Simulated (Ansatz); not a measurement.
Calculated field gradients at the nuclei for SiO2 under strain

The cell is a structure deposited in the COD, relaxed with PBE at fixed cell and then changed (z compressed by 3 %, ions relaxed).

```cif
data_structure
_symmetry_space_group_name_H-M 'P 1'
_symmetry_Int_Tables_number 1
_cell_length_a 4.9727
_cell_length_b 4.9727
_cell_length_c 6.7179
_cell_angle_alpha 90.000
_cell_angle_beta 90.000
_cell_angle_gamma 90.000
_cell_volume 166.12
loop_
_atom_site_label
_atom_site_type_symbol
_atom_site_fract_x
_atom_site_fract_y
_atom_site_fract_z
_atom_site_occupancy
Si1 Si 0.30979 0.30979 0.00000 1
Si2 Si 0.19021 0.80979 0.25000 1
Si3 Si 0.69021 0.69021 0.50000 1
Si4 Si 0.80979 0.19021 0.75000 1
O5 O 0.23425 0.12374 0.19104 1
O6 O 0.37626 0.73425 0.44104 1
O7 O 0.76575 0.87626 0.69104 1
O8 O 0.62374 0.26575 0.94104 1
O9 O 0.73425 0.37626 0.55896 1
O10 O 0.87626 0.76575 0.30896 1
O11 O 0.26575 0.62374 0.05896 1
O12 O 0.12374 0.23425 0.80896 1
```

Atom numbers follow the list; atoms alike are taken as one site, whose name carries the number of the first.

All values are calculated (Ansatz; DFT, PBE, plane waves and PAW, scalar-relativistic, 420 eV cutoff, Γ-centred 6×6×5 k-points, Fermi–Dirac smearing 0.02 eV), not measured.

C_Q = eQV_zz/h, which is 24.18 MHz for Q = 1 b and V_zz = 10²¹ V/m²; η = (V_xx − V_yy)/V_zz.

17O: I = 5/2, Q = -25.58 mb. Nuclear quadrupole moments: year-2017 set (Pyykkö).

Task: What field gradients does the calculation give at each kind of site?

Result: 

```csv
site,atoms (order as listed),first shell,V_zz (10²¹ V/m²),η,C_Q (MHz)
Si,"1, 2, 3, 4",4 O at 1.63 Å,0.44,0.28,–
O,"5, 6, 7, 8, 9, 10, …","2 Si at 1.63 Å, angle 140°",9.32,0.25,-5.76
```

At O V_zz runs parallel to the line that joins its two neighbours (within 1°).

Si has no stable isotope with a ground-state quadrupole moment in the table, so no C_Q is given.
